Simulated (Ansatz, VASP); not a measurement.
## BiTe: VASP beside Ansatz

The input INCAR:

```
PREC = Accurate
ENCUT = 520
EDIFF = 1E-7
ISMEAR = 0
SIGMA = 0.05
LREAL = F
LASPH = T
NELM = 80
ALGO = Normal
ISIF = 2
LWAVE = F
LCHARG = F
GGA = PE
NBANDS = 18
```

Contents of KPOINTS:

```
Automatic mesh
0
Gamma
  10 10 10
```

POSCAR

```
BiTe
1.0
    3.9648026214      0.0000000000      0.0000000000
    0.0000000000      3.9648026214      0.0000000000
    0.0000000000      0.0000000000      3.9648026214
Bi Te
1 1
Direct
    0.0000000000      0.0000000000      0.0000000000
    0.5000000000      0.5000000000      0.5000000000
```

Input for Ansatz:

```yaml
crystal:
  lattice:
    - [3.9648026214, 0.0, 0.0]
    - [0.0, 3.9648026214, 0.0]
    - [0.0, 0.0, 3.9648026214]
  atoms:
    - { symbol: Bi, position: [0.0, 0.0, 0.0] }
    - { symbol: Te, position: [0.5, 0.5, 0.5] }
basis:
  ecutwfc: 420
  ecutrho_ratio: 4
kpoints:
  mp_grid: { grid: [10, 10, 10] }
hamiltonian:
  xc: pbe
scf:
  occupations: { method: gaussian, width: 0.05 }
output:
  forces: true
  stress: true
  eigenvalues: true
  write_density: true
  write_potential: true
  elf: true
  volumetric_format: npy
```

Alike in both runs: task single point; functional PBE; k mesh 10 × 10 × 10; occupations gaussian, width 0.05 eV; no spin polarisation.

|  | VASP | Ansatz |
| --- | --- | --- |
| version | VASP 6.6.1 | Ansatz 0.2.0 |
| potentials or method | VASP PAW PBE potentials, release 64 (Bi_d, Te) | scalar-relativistic, plane waves, PAW |
| plane-wave cutoff (eV) | 520 | 420 |
| valence electrons in the cell | 21 | 31 |

|  | VASP | Ansatz | Ansatz less VASP |
| --- | --- | --- | --- |
| gap on the k mesh at the Fermi level (eV) | none | none | - |
| pressure (GPa) | -1.9 | -1.9 | +0.04 |

A gap of «none» marks a metal or a gap that the smearing closes. With one functional, cell and mesh, what is left measures potentials, basis and numerics. The two sets of potentials don't hold the same shells in valence.

Caveats: spin-orbit coupling is left out, which moves the levels of the heavy elements.
